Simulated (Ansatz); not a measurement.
Sr: pressure and energy less free atoms against volume scale

All results are calculated (Ansatz 0.2.0). Periodic Kohn-Sham DFT of a crystal at fixed atoms, scaled to volume_scale times the given cell; pressure positive in compression, energy less spherical unpolarised free atoms, largest_vzz the field gradient of largest size among the nuclei.

The cell before it is scaled or strained (space group Pm-3m, No. 221):
```
Sr
1.0
      3.8517     0.0000     0.0000
      0.0000     3.8517     0.0000
      0.0000     0.0000     3.8517
Sr
1
Direct
  0.00000 0.00000 0.00000
```

Settings of every row: method all-electron LAPW; functional PBE; relativity scalar; k mesh 13x13x13; filling fermi-dirac; smearing width 0.05 eV; basis error target 1 meV/atom; nucleus gaussian.

Atom start moment: 0 on all atoms.

Limits: the cell comes from a prototype or a list of computed structures and needn't be the stable phase.

| row | volume scale | V (Å³/atom) | pressure (GPa) | energy less free atoms (eV/atom) |
| --- | --- | --- | --- | --- |
| 1 | 0.9405 | 53.742 | 0.492 | -1.2248 |
| 2 | 0.98 | 55.999 | 0.161 | -1.2293 |
| 3 | 1 | 57.143 | 0.013 | -1.2299 |
| 4 | 1.02 | 58.285 | ? | ? |
| 5 | 1.06 | 60.571 | -0.359 | -1.226 |

Question: what pressure and energy less free atoms should row 4 give?

Worked fit of pressure. Take u = (V_r/V)^(2/3) − 1 with V_r = 56.571 Å³ an atom, which is twice the finite (Eulerian) strain; such expansions in the strain, on which the Birch-Murnaghan equation of state is built, carry the rest volume and the bulk modulus. The shown rows have u = 0.03479, 0.0068, -0.00668, -0.04452. Least squares give pressure = 0.0854 + 10.941 × u + 21.54 × u² GPa; a straight line predicts inner rows, each left out in turn, worse (root mean square 0.022 against 0.0005 GPa). All shown rows lie on it to the printed digit. The pressure vanishes at u = -0.0079, or V = 57.25 Å³ an atom, and there the bulk modulus at fixed shape and fractions is B = −V dP/dV = (2/3)(1 + u) dP/du = 7.01 GPa. The withheld row has u = -0.0197, so the fit gives 0.0854 + 10.941 × (-0.0197) + 21.54 × (-0.0197)² = -0.122 GPa.

The calculation gave -0.122 GPa. The fit meets it to the printed digit.

Worked fit of energy less free atoms. Take u = (V_r/V)^(2/3) − 1 with V_r = 56.571 Å³ an atom, which is twice the finite (Eulerian) strain; such expansions in the strain, on which the Birch-Murnaghan equation of state is built, carry the rest volume and the bulk modulus. The shown rows have u = 0.03479, 0.0068, -0.00668, -0.04452. Least squares give energy less free atoms = −1.22973 + 0.0429 × u + 2.845 × u² eV/atom; a straight line predicts inner rows, each left out in turn, worse (root mean square 0.0029 against 1.8e-05 eV/atom). All shown rows lie on it to the printed digit. Its lowest point lies at u = -0.0075, or V = 57.22 Å³ an atom, and the curvature there gives the bulk modulus at fixed shape and fractions, B = (4/9)(1 + u)² E″(u)/V = 6.97 GPa. The withheld row has u = -0.0197, so the fit gives −1.22973 + 0.0429 × (-0.0197) + 2.845 × (-0.0197)² = -1.2295 eV/atom.

The calculation gave -1.2295 eV/atom. The fit meets it to the printed digit.
